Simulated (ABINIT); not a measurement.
Crystal: Au.

```
Au
1.0
     0.00000    2.03500    2.03500
     2.03500    0.00000    2.03500
     2.03500    2.03500    0.00000
Au
1
Direct
  0.00000 0.00000 0.00000
```

Base run:

| Quantity | Value |
| --- | --- |
| Program | ABINIT 10.8.3 (patched build) |
| Functional | RPBE |
| Potentials or basis | JTH PAW PBE v2.0 |
| Cutoff | 680 eV |
| k mesh | 11 × 11 × 11 |
| Occupations | fermi-dirac, width 0.05 eV |
| Spin | no spin polarisation |

Its results: band gap on the k mesh none (metal or under the smearing width); pressure 15.0 GPa.

**Question.** After a change of settings the same cell gave: band gap on the k mesh none (metal or under the smearing width); pressure 13.9 GPa. Which change was it?
A. functional from RPBE to PBEsol; potentials or basis from JTH PAW PBE v2.0 to PseudoDojo NC SR PBEsol v0.4.1 standard; cutoff from 680 eV to 1034 eV; valence electrons from 11 to 19
B. functional from RPBE to revPBE
C. functional from RPBE to PBEsol; k mesh from 11 × 11 × 11 to 7 × 7 × 7
D. functional from RPBE to BP86; potentials or basis from JTH PAW PBE v2.0 to PseudoDojo NC SR PBE v0.4.1 standard; cutoff from 680 eV to 1034 eV; valence electrons from 11 to 19

**Answer.** B.

Caveats: spin-orbit coupling is left out, which moves the levels of the heavy elements; so large a pressure means that the cell lies far from this level's equilibrium, or that cutoff or potentials fall short (some runs); the potentials were made for another functional, which shifts forces and pressure (some runs); the PAW data sets were made with another functional, which shifts forces and pressure a little (some runs).
